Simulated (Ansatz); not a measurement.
Geometry optimisation, DFT PBEsol, scalar-relativistic, plane waves, PAW (Ansatz).

Input file:

```yaml
crystal:
  lattice:
    - [0.0, 5.43, 5.43]
    - [5.43, 0.0, 5.43]
    - [5.43, 5.43, 0.0]
  atoms:
    - { symbol: Si, position: [0.0, 0.0, 0.0] }
    - { symbol: Si, position: [0.125, 0.125, 0.125] }
    - { symbol: Si, position: [0.0, 0.0, 0.5] }
    - { symbol: Si, position: [0.125, 0.125, 0.625] }
    - { symbol: Si, position: [0.0, 0.5, 0.0] }
    - { symbol: Si, position: [0.125, 0.625, 0.125] }
    - { symbol: Si, position: [0.0, 0.5, 0.5] }
    - { symbol: Si, position: [0.125, 0.625, 0.625] }
    - { symbol: Si, position: [0.5, 0.0, 0.0] }
    - { symbol: Si, position: [0.625, 0.125, 0.125] }
    - { symbol: Si, position: [0.5, 0.0, 0.5] }
    - { symbol: Si, position: [0.625, 0.125, 0.625] }
    - { symbol: Si, position: [0.5, 0.5, 0.0] }
    - { symbol: Si, position: [0.625, 0.625, 0.125] }
    - { symbol: Si, position: [0.5, 0.5, 0.5] }
    - { symbol: Si, position: [0.625, 0.625, 0.625] }
    - { symbol: Si, position: [0.8087149, 0.3237116, 0.3029706] }
basis:
  ecutwfc: 420.0
kpoints:
  mp_grid: { grid: [2, 2, 2] }
hamiltonian:
  xc: pbesol
  pseudopotentials: { kind: paw, azcp: { folder: soft_1 } }
scf:
  occupations: { method: gaussian, width: 0.02 }
  lower_state_search: "off"
relax:
  f_tol: 0.03
  max_steps: 60
  adjacent_minimum: "off"
output:
  write_density: true
  write_potential: true
  elf: true
  volumetric_format: npy
```

Launched with:

```bash
$ ansatz run input.yaml --threads 1 --pin off --max-ram 3072MiB --backend cpu --events-out ev --progress --plain --runs-dir out
```

Q: Where does it end, and by what steps?

A: The run converged. Limits of this set-up: coarse k mesh, PAW files made for another functional. After 15 steps the energy has fallen by 1.092 eV; Si7 moved furthest, 0.49 Å.

```json
{"step": "0", "energy less start (eV)": "0.0000", "largest force component (eV/Å)": "2.932", "accepted": "yes"}
{"step": "1", "energy less start (eV)": "-0.7612", "largest force component (eV/Å)": "1.269", "accepted": "yes"}
{"step": "2", "energy less start (eV)": "-1.0338", "largest force component (eV/Å)": "0.131", "accepted": "yes"}
{"step": "3", "energy less start (eV)": "-1.0463", "largest force component (eV/Å)": "0.107", "accepted": "yes"}
{"step": "4", "energy less start (eV)": "-1.0543", "largest force component (eV/Å)": "0.083", "accepted": "yes"}
{"step": "5", "energy less start (eV)": "-1.0290", "largest force component (eV/Å)": "0.244", "accepted": "no"}
{"step": "6", "energy less start (eV)": "-1.0657", "largest force component (eV/Å)": "0.084", "accepted": "yes"}
{"step": "7", "energy less start (eV)": "-1.0685", "largest force component (eV/Å)": "0.062", "accepted": "yes"}
{"step": "8", "energy less start (eV)": "-1.0711", "largest force component (eV/Å)": "0.035", "accepted": "yes"}
{"step": "9", "energy less start (eV)": "-1.0846", "largest force component (eV/Å)": "0.101", "accepted": "yes"}
{"step": "10", "energy less start (eV)": "-1.0821", "largest force component (eV/Å)": "0.118", "accepted": "no"}
{"step": "11", "energy less start (eV)": "-1.0830", "largest force component (eV/Å)": "0.189", "accepted": "no"}
{"step": "12", "energy less start (eV)": "-1.0910", "largest force component (eV/Å)": "0.034", "accepted": "yes"}
{"step": "13", "energy less start (eV)": "-1.0885", "largest force component (eV/Å)": "0.065", "accepted": "no"}
{"step": "14", "energy less start (eV)": "-1.0913", "largest force component (eV/Å)": "0.033", "accepted": "yes"}
{"step": "15", "energy less start (eV)": "-1.0917", "largest force component (eV/Å)": "0.010", "accepted": "yes"}
```

```xyz
17
Lattice="0.0000 5.4300 5.4300 5.4300 0.0000 5.4300 5.4300 5.4300 0.0000" Properties=species:S:1:pos:R:3
Si 0.028 0.036 0.042
Si 1.347 1.399 1.406
Si 2.593 2.908 -0.120
Si 4.011 4.138 1.299
Si 2.593 -0.127 2.914
Si 4.009 1.293 4.145
Si 5.147 2.426 2.434
Si 6.528 3.806 3.813
Si 0.103 2.811 2.819
Si 1.449 4.161 4.166
Si 2.755 5.466 2.747
Si 4.120 6.830 4.064
Si 2.756 2.744 5.473
Si 4.121 4.057 6.838
Si 5.627 5.303 5.310
Si 6.859 6.721 6.726
Si 3.657 6.366 6.373
```

Time of the run: 96 s on 1 thread of Arm Neoverse V1 (shared host), peak memory 0.53 GiB.
